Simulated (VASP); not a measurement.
# Pm (Fm-3m) in VASP: a series of runs, part 2 of 2

VASP 6.6.1.

### Step 4. Single point, LDA, collinear spin, ferromagnetic start

INCAR

```
PREC     = Accurate       # precision mode
ENCUT    = 550            # plane-wave cutoff, eV
EDIFF    = 1E-6           # SCF threshold, eV
ISMEAR   = -1             # smearing method
SIGMA    = 0.2            # smearing width, eV
LREAL    = F              # projectors in reciprocal space
LASPH    = T              # aspherical terms in the spheres
NELM     = 100            # most SCF steps
ALGO     = Normal         # electronic algorithm
ISIF     = 2              # what is computed and relaxed
LWAVE    = F              # write WAVECAR
LCHARG   = F              # write CHGCAR
ISPIN    = 2              # spin polarisation
MAGMOM   = 4              # initial moments
LORBIT   = 11             # projections on sites
LMAXMIX  = 6              # l up to which the mixer works
GGA      = CA             # functional
NBANDS   = 18             # bands
ADDGRID  = F
```

KPOINTS

```
Automatic mesh
0
Gamma
  9 9 9
```

POSCAR

```
Pm
1.0
    0.0000000000      2.5841748100      2.5841748100
    2.5841748100      0.0000000000      2.5841748100
    2.5841748100      2.5841748100      0.0000000000
Pm
1
Direct
    0.0000000000      0.0000000000      0.0000000000
```

Potentials or basis: VASP PAW PBE potentials, release 64 (Pm).

Command:

```sh
> cat potpaw_PBE.64/Pm/POTCAR > POTCAR
> mpirun -np 1 vasp_std > vasp.out
```

OUTCAR:

```text
PREC = Accurate
   ENCUT = 550
   EDIFF = 1E-6
   ISMEAR = -1
   LREAL = F
   LASPH = T
   NELM = 100
   ISIF = 2
   ISPIN = 2
   LORBIT = 11
   GGA = CA

 Found     35 irreducible k-points:

 Following reciprocal coordinates:
            Coordinates               Weight
  0.000000  0.000000  0.000000      1.000000
  0.111111  0.000000  0.000000      8.000000
  0.222222  0.000000  0.000000      8.000000
  0.333333  0.000000  0.000000      8.000000
  0.444444  0.000000  0.000000      8.000000
  0.111111  0.111111  0.000000      6.000000
   k-points           NKPTS =     35   k-points in BZ     NKDIM =     35   number of bands    NBANDS=     18
   number of dos      NEDOS =    301   number of ions     NIONS =      1
[... 337 lines left out ...]
  Total       -0.4747171     -0.4747171     -0.4747171     -0.0000000      0.0000000      0.0000000
  in kB      -22.0368641    -22.0368641    -22.0368641     -0.0000000      0.0000000      0.0000000
  external PRESSURE =     -22.0368641 kB  Pullay stress =       0.0000000 kB

 VOLUME and BASIS-vectors are now :
 -----------------------------------------------------------------------------
  energy-cutoff  :      550.00
  volume of cell :       34.51
      direct lattice vectors                 reciprocal lattice vectors
     0.000000000  2.584174810  2.584174810    -0.193485363  0.193485363  0.193485363
     2.584174810  0.000000000  2.584174810     0.193485363 -0.193485363  0.193485363
     2.584174810  2.584174810  0.000000000     0.193485363  0.193485363 -0.193485363

 POSITION                                       TOTAL-FORCE (eV/Angst)
 -----------------------------------------------------------------------------------
      0.00000      0.00000      0.00000         0.000000     -0.000000     -0.000000
 -----------------------------------------------------------------------------------
    total drift:                               -0.000000     -0.000000     -0.000000

  FREE ENERGIE OF THE ION-ELECTRON SYSTEM (eV)
  ---------------------------------------------------
  free  energy   TOTEN  =        -8.4805542991 eV

  energy  without entropy=       -7.5454454252  energy(sigma->0) =       -8.01299986

 total charge

# of ion       s       p       d       f       tot
--------------------------------------------------
    1        2.047   5.471   0.498   4.391  12.408

 magnetization (x)

# of ion       s       p       d       f       tot
--------------------------------------------------
    1        0.000   0.028   0.162   4.373   4.563
```

OSZICAR:

```text
N       E                     dE             d eps       ncg     rms          rms(c)
DAV:   1     0.111195150000E+03    0.11120E+03   -0.63499E+03  2618   0.135E+03
DAV:   2     0.639180942624E+01   -0.10480E+03   -0.92567E+02  2790   0.203E+02
DAV:   3    -0.701040104282E+01   -0.13402E+02   -0.12692E+02  3174   0.827E+01
DAV:   4    -0.784309511299E+01   -0.83269E+00   -0.82210E+00  3992   0.200E+01
DAV:   5    -0.786577032868E+01   -0.22675E-01   -0.22615E-01  3474   0.257E+00    0.290E+01
DAV:   6    -0.193839071122E+02   -0.11518E+02   -0.55305E+01  3140   0.641E+01    0.388E+01
DAV:   7    -0.899292230916E+01    0.10391E+02   -0.17229E+01  3178   0.341E+01    0.860E+00
DAV:   8    -0.874007606691E+01    0.25285E+00   -0.40045E+00  3564   0.175E+01    0.129E+01
DAV:   9    -0.853347631915E+01    0.20660E+00   -0.17039E-01  3832   0.442E+00    0.559E+00
DAV:  10    -0.850420994973E+01    0.29266E-01   -0.23554E-01  3482   0.536E+00    0.346E+00
DAV:  11    -0.848216150442E+01    0.22048E-01   -0.27175E-02  3682   0.181E+00    0.101E+00
DAV:  12    -0.848264529195E+01   -0.48379E-03   -0.32998E-04  3542   0.118E-01    0.106E+00
DAV:  13    -0.848103957876E+01    0.16057E-02   -0.11362E-03  3376   0.373E-01    0.490E-01
DAV:  14    -0.848059761535E+01    0.44196E-03   -0.14883E-03  3694   0.413E-01    0.160E-01
DAV:  15    -0.848056027733E+01    0.37338E-04   -0.57272E-05  3924   0.799E-02    0.551E-02
DAV:  16    -0.848055558078E+01    0.46965E-05   -0.47360E-06  3322   0.238E-02    0.257E-02
DAV:  17    -0.848055425125E+01    0.13295E-05   -0.22256E-06  2258   0.168E-02    0.825E-04
DAV:  18    -0.848055429912E+01   -0.47865E-07   -0.14588E-07  1408   0.334E-03
   1 F= -.84805543E+01 E0= -.80129999E+01  d E =-.935109E+00  mag=     5.0936
```

stdout:

```text
POSCAR found type information on POSCAR Pm
 POSCAR found :  1 types and       1 ions
 scaLAPACK will be used
 -----------------------------------------------------------------------------
|                                                                             |
|                                                                             |
|     You enforced a specific xc type in the INCAR file but a different       |
|     I HOPE YOU KNOW WHAT YOU ARE DOING!                                     |
|                                                                             |
 -----------------------------------------------------------------------------

 LDA part: xc-table for (Slater(with rela. corr.)+CA(PZ))
 , standard interpolation
 POSCAR, INCAR and KPOINTS ok, starting setup
 FFT: planning ... GRIDC
 FFT: planning ... GRID_SOFT
 FFT: planning ... GRID
 WAVECAR not read
 entering main loop
```

Run time: 26 s. Hardware: 1 thread of Intel Xeon 6975P-C (Granite Rapids), shared host; peak memory 0.18 GiB.

These settings aren't checked as converged: the numbers below hold their error.

What came out:

```yaml
Free_energy: -8.4806 eV
Pressure: -2.2 GPa
Band_gap_on_the_k_mesh: none (metal or under the smearing width)
Net_moment: 5.09 μB per cell
Site_moments: Pm +4.56 μB
Valence_electrons_inside_the_program's_atomic_spheres: Pm 12.41
```

Caveat: the magnetic or orbital state may not be the lowest; the PAW data sets were made with another functional, which shifts forces and pressure a little; spin-orbit coupling is left out, which moves the levels of the heavy elements.

### Step 5. Single point, LDA, collinear spin, ferromagnetic start

This run uses another cell than the first one, of the same volume but with other edges.

INCAR is that of step 4.

KPOINTS is that of step 4.

POSCAR

```
Pm
1.0
   -0.0555010000      2.5655700000      2.5293400000
    2.5242190000     -0.0080540000      2.4818930000
    2.6229240000      2.6168280000     -0.1067590000
Pm
1
Direct
    0.0077670000      0.0042080000     -0.0216400000
```

Command:

```sh
> cat potpaw_PBE.64/Pm/POTCAR > POTCAR
> mpirun -np 1 vasp_std > vasp.out
```

It took 4.1 min on 1 thread of Intel Xeon 6975P-C (Granite Rapids), shared host; peak memory 0.46 GiB.

These settings aren't checked as converged: the numbers below hold their error.

What came out:

```
Free energy                                           : -8.4719 eV
Pressure                                              : -2.2 GPa
Band gap on the k mesh                                : none (metal or under the smearing width)
Net moment                                            : 5.09 μB per cell
Site moments                                          : Pm +4.56 μB
Valence electrons inside the program's atomic spheres : Pm 12.41
```

Caveat: the magnetic or orbital state may not be the lowest; the PAW data sets were made with another functional, which shifts forces and pressure a little; spin-orbit coupling is left out, which moves the levels of the heavy elements.

### Step 6. Single point, LDA, collinear spin, ferromagnetic start

Changes to INCAR since step 5:

```diff
@@ -1,2 +1,2 @@
-PREC     = Accurate       # precision mode
+PREC     = Low            # precision mode
 ENCUT    = 550            # plane-wave cutoff, eV
```

KPOINTS is that of step 5.

POSCAR

```
Pm
1.0
    0.0000000000      2.5841748100      2.5841748100
    2.5841748100      0.0000000000      2.5841748100
    2.5841748100      2.5841748100      0.0000000000
Pm
1
Direct
    0.0000000000      0.0000000000      0.0000000000
```

Potentials or basis: VASP PAW PBE potentials, release 64 (Pm).

Command:

```sh
> cat potpaw_PBE.64/Pm/POTCAR > POTCAR
> mpirun -np 1 vasp_std > vasp.out
```

Wall time 14 s (1 thread of Intel Xeon 6975P-C (Granite Rapids), shared host); peak memory 0.15 GiB.

The run converged, but some of its settings lie outside the range that counts as converged, so its numbers aren't taken as properties of the crystal.

Results:

| Quantity | Value |
| --- | --- |
| Free energy | -8.4808 eV |
| Pressure | -2.2 GPa |
| Band gap on the k mesh | none (metal or under the smearing width) |
| Net moment | 5.09 μB per cell |
| Site moments | Pm +4.56 μB |
| Valence electrons inside the program's atomic spheres | Pm 12.41 |

Caveat: the magnetic or orbital state may not be the lowest; the PAW data sets were made with another functional, which shifts forces and pressure a little; spin-orbit coupling is left out, which moves the levels of the heavy elements.
